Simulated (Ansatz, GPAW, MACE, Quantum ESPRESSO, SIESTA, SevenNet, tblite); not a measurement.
# Generalised stacking fault on (110) of a LiCl-LiBr solid solution (56 atoms) in Quantum ESPRESSO

How do the settings of Quantum ESPRESSO change the result for generalised stacking fault on (110) of a LiCl-LiBr solid solution (56 atoms)? A plane-wave run serves as the yardstick.

Main program and level: Quantum ESPRESSO 7.5; the method is named at each step.

**1. Set-up**

The cell holds 56 atoms: 28 Li, 10 Br and 18 Cl. Cell: a = 7.448 Å, b = 5.266 Å, c = 26.274 Å, α = 90.0°, β = 88.6°, γ = 90.0°. Rock-salt LiCl lattice (a = 5.2663 Å, the value set for the mixture), cell with z along [110], 2 x 1 x 7 periods; the third cell vector is tilted by 0.167 of 1/2[1-10] and lengthened by 0.2 Å, so the cell holds one fault; displaced by a Gaussian of 0.01 Å; 10 of 28 Cl sites given to Br at random (lattice constant by Vegard's rule between LiCl and LiBr). Then every atom was moved at random, 0.02 Å r.m.s. a Cartesian component. The structure's axis is c.

The yardstick, on the same geometry:

```
method                                           : Kohn-Sham DFT, PBE, PAW, plane waves (Ansatz 0.2.0); cutoff 420 eV, Γ point, fermi-dirac smearing of 0.05 eV; PAW set soft_2
r.m.s. force component                           : 0.1316 eV/Å
longest force                                    : 0.667 eV/Å
pressure                                         : -0.1118 GPa
gap (highest filled to lowest empty level) : 5.407 eV
SCF cycles                                       : 6
time                                             : 7.1 s on 4 threads of Arm Neoverse V1, shared host
CPU time                                         : 26 s
```

**2. PBE, sssp-1.3.0-efficiency, 45/360 Ry**

Method: Kohn-Sham DFT, PBE, SSSP efficiency 1.3.0 pseudopotentials, plane waves.

The input, pw.in:

```
&control
  calculation = 'scf'
  pseudo_dir = './pseudo'
  outdir = './tmp'
  disk_io = 'none'
  tprnfor = .true.
  tstress = .true.
/
&system
  ibrav = 0
  nat = 56
  ntyp = 3
  ecutwfc = 45
  ecutrho = 360
  nosym = .true.
  occupations = 'smearing'
  smearing = 'fd'
  degauss = 0.003675
/
&electrons
  conv_thr = 2.8e-07
  electron_maxstep = 100
  mixing_beta = 0.2
  mixing_mode = 'local-TF'
  diagonalization = 'david'
/
ATOMIC_SPECIES
Li 6.940 Li.upf
Br 79.904 Br.upf
Cl 35.450 Cl.upf
CELL_PARAMETERS angstrom
7.44767 0.00000 0.00000
0.00000 5.26630 0.00000
0.62061 0.00000 26.26686
ATOMIC_POSITIONS crystal
Li 0.91992 0.00057 0.99360
Br 0.74558 0.00520 0.07115
Li 0.98986 0.99786 0.14159
Cl 0.73080 0.00315 0.21244
Li 0.97840 0.00277 0.28396
Cl 0.71849 0.99889 0.35482
Li 0.96676 0.99941 0.42700
Cl 0.70806 0.99698 0.49510
Li 0.95695 0.00520 0.56564
Cl 0.69781 0.00390 0.63750
Li 0.94580 0.99541 0.70883
Cl 0.68537 0.00332 0.78118
Li 0.92643 0.00425 0.85025
Cl 0.67301 0.99956 0.91975
Li 0.41863 0.00161 0.99282
Br 0.24962 0.00562 0.07089
Li 0.48667 0.00365 0.14064
Cl 0.23045 0.00306 0.21298
Li 0.47447 0.99467 0.28370
Br 0.21970 0.99728 0.35408
Li 0.46205 0.00006 0.42504
Cl 0.21175 0.99805 0.49578
Li 0.45748 0.99711 0.56661
Cl 0.19810 0.00411 0.63837
Li 0.44012 0.00333 0.70852
Cl 0.18661 0.00033 0.77915
Li 0.42304 0.99931 0.84929
Cl 0.16963 0.99260 0.92140
Li 0.23965 0.51362 0.07067
Cl 0.99300 0.49557 0.13994
Li 0.23213 0.50324 0.21291
Cl 0.97667 0.50309 0.28189
Li 0.21853 0.49977 0.35277
Br 0.96169 0.49630 0.42496
Li 0.21472 0.50055 0.49522
Cl 0.95443 0.49600 0.56587
Li 0.19759 0.49852 0.63708
Cl 0.93889 0.50240 0.70834
Li 0.18666 0.49670 0.77854
Cl 0.93085 0.49812 0.84977
Li 0.16809 0.49983 0.92117
Cl 0.91978 0.49803 0.99193
Li 0.74663 0.50189 0.07125
Br 0.48479 0.49595 0.14187
Li 0.73449 0.50267 0.21271
Br 0.47688 0.50043 0.28173
Li 0.71780 0.50304 0.35502
Br 0.46431 0.50103 0.42465
Li 0.70652 0.49443 0.49668
Cl 0.44773 0.49647 0.56682
Li 0.69966 0.49750 0.63825
Br 0.43932 0.49464 0.70842
Li 0.68206 0.50444 0.77909
Br 0.42581 0.49799 0.84974
Li 0.67513 0.50615 0.92186
Br 0.41751 0.49287 0.99300
K_POINTS gamma
```

Run with:

```bash
> OMP_NUM_THREADS=1 mpirun -np 2 pw.x -in pw.in > output.txt
```

The program printed:

```text
Program PWSCF
     gamma-point specific algorithms are used
     Parallelization info
     sticks:   dense  smooth     PW     G-vecs:    dense   smooth      PW
     Min        2003    1003    248               400857   141757   17714
     Max        2006    1004    251               400880   141758   17715
     Sum        4009    2007    499               801737   283515   35429
     bravais-lattice index     =            0
     lattice parameter (alat)  =      14.0741  a.u.
     unit-cell volume          =    6952.3365 (a.u.)^3
     number of atoms/cell      =           56
     number of atomic types    =            3
     number of electrons       =       280.00
     number of Kohn-Sham states=          168
     kinetic-energy cutoff     =      45.0000  Ry
     charge density cutoff     =     360.0000  Ry
     scf convergence threshold =      2.8E-07
     mixing beta               =       0.2000
     number of iterations used =            8  local-TF  mixing
     Exchange-correlation=  SLA  PW   PBX  PBC
                           (   1   4   3   4   0   0   0)
     crystal axes: (cart. coord. in units of alat)
               a(1) = (   1.000000   0.000000   0.000000 )
               a(2) = (   0.000000   0.707107   0.000000 )
               a(3) = (   0.083329   0.000000   3.526856 )
     reciprocal axes: (cart. coord. in units 2 pi/alat)
               b(1) = (  1.000000  0.000000 -0.023627 )
               b(2) = (  0.000000  1.414213  0.000000 )
               b(3) = (  0.000000  0.000000  0.283539 )
     PseudoPot. # 1 for Li:
     Pseudo is Ultrasoft, Zval =  3.0
     PseudoPot. # 2 for Br:
     Pseudo is Ultrasoft + core correction, Zval =  7.0
     PseudoPot. # 3 for Cl:
     Pseudo is Ultrasoft + core correction, Zval =  7.0
     atomic species   valence    mass     pseudopotential
     Li                3.00     6.94000     Li( 1.00)
     Br                7.00    79.90400     Br( 1.00)
     Cl                7.00    35.45000     Cl( 1.00)
     No symmetry found
   Cartesian axes
     number of k points=     1  Fermi-Dirac smearing, width (Ry)=  0.0037
                       cart. coord. in units 2pi/alat
        k(    1) = (   0.0000000   0.0000000   0.0000000), wk =   2.0000000
     Dense  grid:   400869 G-vectors     FFT dimensions: (  90,  64, 300)
     Smooth grid:   141758 G-vectors     FFT dimensions: (  64,  45, 216)
     Initial potential from superposition of free atoms
     starting charge     267.3789, renormalised to     280.0000
     negative rho (up, down):  2.843E-01 0.000E+00
     Starting wfcs are  252 randomized atomic wfcs
     Self-consistent Calculation
     iteration #  1     ecut=    45.00 Ry     beta= 0.20
     Threshold (ethr) on eigenvalues was too large:
     Diagonalizing with lowered threshold
     negative rho (up, down):  2.772E-01 0.000E+00
     total energy              =   -1480.24476842 Ry
     estimated scf accuracy    <       0.50286068 Ry
     iteration #  2     ecut=    45.00 Ry     beta= 0.20
     negative rho (up, down):  2.372E-01 0.000E+00
     total energy              =   -1480.00625091 Ry
     estimated scf accuracy    <       0.37862070 Ry
     iteration #  3     ecut=    45.00 Ry     beta= 0.20
     negative rho (up, down):  2.401E-01 0.000E+00
     total energy              =   -1480.04525688 Ry
     estimated scf accuracy    <       0.01878945 Ry
     iteration #  4     ecut=    45.00 Ry     beta= 0.20
     c_bands:  3 eigenvalues not converged
     negative rho (up, down):  2.485E-01 0.000E+00
     total energy              =   -1480.04850658 Ry
     estimated scf accuracy    <       0.01927644 Ry
     iteration #  5     ecut=    45.00 Ry     beta= 0.20
     negative rho (up, down):  2.722E-01 0.000E+00
     total energy              =   -1480.04007450 Ry
     estimated scf accuracy    <       0.01342289 Ry
     iteration #  6     ecut=    45.00 Ry     beta= 0.20
[...]
total energy              =   -1480.04346683 Ry
     estimated scf accuracy    <       0.00124002 Ry
[...]
total energy              =   -1480.04322849 Ry
[...]
iteration # 21     ecut=    45.00 Ry     beta= 0.20
[...]
total energy              =   -1480.04322837 Ry
     estimated scf accuracy    <       0.00000103 Ry
     iteration # 22     ecut=    45.00 Ry     beta= 0.20
[...]
total energy              =   -1480.04322817 Ry
     estimated scf accuracy    <       0.00000075 Ry
     iteration # 23     ecut=    45.00 Ry     beta= 0.20
     negative rho (up, down):  2.610E-01 0.000E+00
     End of self-consistent calculation
          k = 0.0000 0.0000 0.0000 ( 17715 PWs)   bands (ev):
   -42.2122 -42.1963 -42.1836 -42.1684 -42.1615 -42.1448 -42.1376 -42.1256
   -42.1230 -42.1205 -42.1048 -42.1045 -42.0791 -42.0720 -42.0510 -42.0439
   -42.0403 -42.0278 -42.0276 -42.0261 -42.0011 -41.9890 -41.9667 -41.9569
   -41.9447 -41.9358 -41.9298 -41.9009 -11.7319 -11.6208 -11.5671 -11.4471
   -11.4195 -11.2492 -11.2474 -11.2352 -11.1989 -11.1334 -11.1265 -11.1071
   -11.0946 -11.0665 -11.0643 -11.0388 -11.0266 -11.0083 -11.0059 -10.9901
[...]
8.7852   8.8032   8.8336   8.9336   9.0229   9.0653   9.0791   9.2030
     9.2556   9.2960   9.3125   9.3343   9.3600   9.4166   9.4299   9.4759
     9.5058   9.5476   9.5494   9.5616   9.6231   9.6484   9.6887   9.7015
     the Fermi energy is     3.5873 ev
!    total energy              =   -1480.04322809 Ry
     estimated scf accuracy    <       0.00000020 Ry
     smearing contrib. (-TS)   =      -0.00000000 Ry
     internal energy E=F+TS    =   -1480.04322809 Ry
     The total energy is F=E-TS. E is the sum of the following terms:
     one-electron contribution =    -289.15711588 Ry
     hartree contribution      =     210.13393204 Ry
     xc contribution           =    -529.04510299 Ry
     ewald contribution        =    -871.97494125 Ry
     convergence has been achieved in  23 iterations
     negative rho (up, down):  2.610E-01 0.000E+00
     Forces acting on atoms (cartesian axes, Ry/au):
     atom    1 type  1   force =     0.00895702   -0.00015239   -0.02393934
     atom    2 type  2   force =    -0.00780954   -0.00407771    0.00837011
     atom    3 type  1   force =     0.00012154    0.00061646    0.00670258
     atom    4 type  3   force =     0.00214576   -0.00162515    0.00187566
     atom    5 type  1   force =    -0.00710352   -0.00013378   -0.00790400
     atom    6 type  3   force =     0.00094997    0.00056315   -0.00089865
[...]
atom   54 type  2   force =     0.00194777    0.00095094    0.00202370
     atom   55 type  1   force =     0.00857636   -0.00082799   -0.00059781
     atom   56 type  2   force =     0.01097372    0.00531767   -0.01002194
     Total force =     0.066517     Total SCF correction =     0.001227
     Computing stress (Cartesian axis) and pressure
     negative rho (up, down):  2.610E-01 0.000E+00
          total   stress  (Ry/bohr**3)                   (kbar)     P=       -1.32
   0.00021317   0.00000096  -0.00001770           31.36        0.14       -2.60
   0.00000096  -0.00020352   0.00000039            0.14      -29.94        0.06
  -0.00001770   0.00000039  -0.00003665           -2.60        0.06       -5.39
     Message from routine punch:
     Nothing written, as per user request (disk_io='none')
```

The job ended after 3.7 min (2 MPI ranks of Arm Neoverse V1, shared host; peak memory 1.9 GiB).

Banners, paths, timers and routine set-up lines are dropped from the logs unmarked, and long logs keep their key lines alone; longer cuts are marked.

Against the reference:

```
r.m.s. force component                           : 0.132 eV/Å
r.m.s. difference of force components            : 0.643 meV/Å
longest difference of force vectors              : 2.381 meV/Å
force difference over r.m.s. force               : 0.4887 %
slope of forces against the reference's          : 1.003
correlation of force components                  : 1
gap (highest filled to lowest empty level) : 5.406 eV
gap difference                                   : -0.001 eV
pressure                                         : -0.1323 GPa
pressure difference                              : -0.0205 GPa
```

Length of the force difference by element (eV/Å):

| element | atoms | mean | most |
| --- | --- | --- | --- |
| Br | 10 | 0.0012 | 0.0024 |
| Cl | 18 | 0.001 | 0.0023 |
| Li | 28 | 8.0e-4 | 0.0022 |

Levels nearest the highest filled one (eV from it): -0.62, -0.59, -0.51, -0.45, -0.43, -0.40, -0.32, -0.27, -0.23, -0.22, -0.20, 0.00, 5.41, 5.81, 5.90, 6.66, 6.72, 6.74, 6.77, 6.87, 6.95, 7.00, 7.01, 7.13.

The surroundings of Li3, picked at random, nearest first, numbered as they follow in the input and with coordinates relative to it.

| atom | x | y | z | distance (Å) | bonds | Fx | Fy | Fz (eV/Å) |
| --- | --- | --- | --- | --- | --- | --- | --- | --- |
| Li3 | 0.00 | 0.00 | 0.00 | 0.00 | 6 | 0.003 | 0.016 | 0.172 |
| Cl30 | 0.02 | 2.62 | -0.04 | 2.62 | 6 | -0.088 | 0.094 | -0.027 |
| Cl18 | 1.84 | 0.03 | 1.88 | 2.62 | 6 | -0.027 | -0.043 | 0.003 |
| Br2 | -1.86 | 0.04 | -1.85 | 2.63 | 5 | -0.201 | -0.105 | 0.215 |
| Cl30 | 0.02 | -2.65 | -0.04 | 2.65 | 6 | -0.088 | 0.094 | -0.027 |
| Cl4 | -1.89 | 0.03 | 1.86 | 2.65 | 6 | 0.055 | -0.042 | 0.048 |
| Br16 | 1.89 | 0.04 | -1.86 | 2.65 | 5 | -0.470 | -0.063 | 0.256 |
| Li29 | 1.82 | -2.55 | -1.86 | 3.64 | 5 | -0.279 | -0.081 | 0.364 |
| Li43 | -1.86 | -2.61 | -1.85 | 3.70 | 5 | 0.082 | 0.012 | 0.034 |

Forces lie 0.49 % from the reference's, at 17 times its CPU time (on 2 against 4 cores).

**3. PBE, dojo-0.4.1-standard, 80/320 Ry**

Method: Kohn-Sham DFT, PBE, PseudoDojo 0.4.1 standard norm-conserving pseudopotentials, plane waves.

The pseudopotential files are exchanged too: ./pseudo now holds the set dojo-sr-pbe-0.4.1-standard.

pw.in: that of step 2 with these lines changed.

```diff
@@ -12,4 +12,4 @@
   ntyp = 3
-  ecutwfc = 45
-  ecutrho = 360
+  ecutwfc = 80
+  ecutrho = 320
   nosym = .true.
```

Run with:

```bash
> OMP_NUM_THREADS=1 mpirun -np 4 pw.x -in pw.in > output.txt
```

The program printed:

```text
[banner, memory and clock lines left out]
Program PWSCF
     gamma-point specific algorithms are used
     one sub-group per band group will be used
     bravais-lattice index     =            0
     lattice parameter (alat)  =      14.0741  a.u.
     unit-cell volume          =    6952.3365 (a.u.)^3
     number of atoms/cell      =           56
     number of atomic types    =            3
     number of electrons       =       280.00
[... lines left out ...]
     scf convergence threshold =      2.8E-07
[... lines left out ...]
     number of k points=     1  Fermi-Dirac smearing, width (Ry)=  0.0037
[... lines left out ...]
     total energy              =   -1315.62484516 Ry
[... lines left out ...]
     total energy              =   -1315.50631152 Ry
[... lines left out ...]
     total energy              =   -1315.56996962 Ry
[... lines left out ...]
     total energy              =   -1315.57027194 Ry
[... lines left out ...]
     total energy              =   -1315.57027176 Ry
[... lines left out ...]
          k = 0.0000 0.0000 0.0000 ( 41981 PWs)   bands (ev):
   -42.2019 -42.1860 -42.1748 -42.1585 -42.1529 -42.1365 -42.1267 -42.1131
   -42.1123 -42.1117 -42.0957 -42.0916 -42.0688 -42.0603 -42.0407 -42.0321
   -42.0281 -42.0160 -42.0159 -42.0142 -41.9918 -41.9772 -41.9562 -41.9429
[...]
9.2637   9.3038   9.3202   9.3417   9.3671   9.4248   9.4377   9.4833
     9.5136   9.5553   9.5570   9.5692   9.6307   9.6560   9.6965   9.7092
     the Fermi energy is     3.5953 ev
!    total energy              =   -1315.57027183 Ry
     estimated scf accuracy    <       0.00000015 Ry
     smearing contrib. (-TS)   =      -0.00000000 Ry
     internal energy E=F+TS    =   -1315.57027183 Ry
     The total energy is F=E-TS. E is the sum of the following terms:
     one-electron contribution =    -289.77795887 Ry
     hartree contribution      =     207.86192806 Ry
     xc contribution           =    -361.67929977 Ry
     ewald contribution        =    -871.97494125 Ry
     convergence has been achieved in  24 iterations
     Forces acting on atoms (cartesian axes, Ry/au):
     atom    1 type  1   force =     0.00894179   -0.00015407   -0.02390662
     atom    2 type  2   force =    -0.00784463   -0.00407606    0.00836714
     atom    3 type  1   force =     0.00011229    0.00060400    0.00668016
[...]
atom   55 type  1   force =     0.00853737   -0.00081746   -0.00060689
     atom   56 type  2   force =     0.01097057    0.00530784   -0.00997151
     Total force =     0.066409     Total SCF correction =     0.000724
     Computing stress (Cartesian axis) and pressure
          total   stress  (Ry/bohr**3)                   (kbar)     P=       -1.13
   0.00021447   0.00000096  -0.00001767           31.55        0.14       -2.60
   0.00000096  -0.00020217   0.00000038            0.14      -29.74        0.06
  -0.00001767   0.00000038  -0.00003544           -2.60        0.06       -5.21
     Message from routine punch:
     Nothing written, as per user request (disk_io='none')
```

Run time: 2.1 min. Hardware: 4 MPI ranks; peak memory 1.6 GiB; 8.3 min of CPU time.

Against the reference:

| Quantity | Value |
| --- | --- |
| r.m.s. force component | 0.1317 eV/Å |
| r.m.s. difference of force components | 0.339 meV/Å |
| longest difference of force vectors | 1.892 meV/Å |
| force difference over r.m.s. force | 0.2577 % |
| slope of forces against the reference's | 1.001 |
| correlation of force components | 1 |
| gap (highest filled to lowest empty level) | 5.406 eV |
| gap difference | -0.0011 eV |
| pressure | -0.1133 GPa |
| pressure difference | -0.0015 GPa |

Against the first run (0.49 %), the force difference from the reference is 0.26 %, at 1.1 times the CPU time (on 4 against 2 cores).

The run ends at a pressure of -0.11 GPa, with forces up to 0.67 eV/Å.

(Continued in part 2 of 2.)

[Also dropped from logs without a mark: logging warnings of Python, and SIESTA's first energy breakdown and zero terms.]

[Logs are printed without paths, hosts, clocks, repeated set-up lines and the standing remarks that a program may print on its own settings, such as how far it seeks lower states.]

[Hosts, paths, dates, database ids (printed as entryN), source tags and the programs' standing remarks are cut or masked in the printed files.]
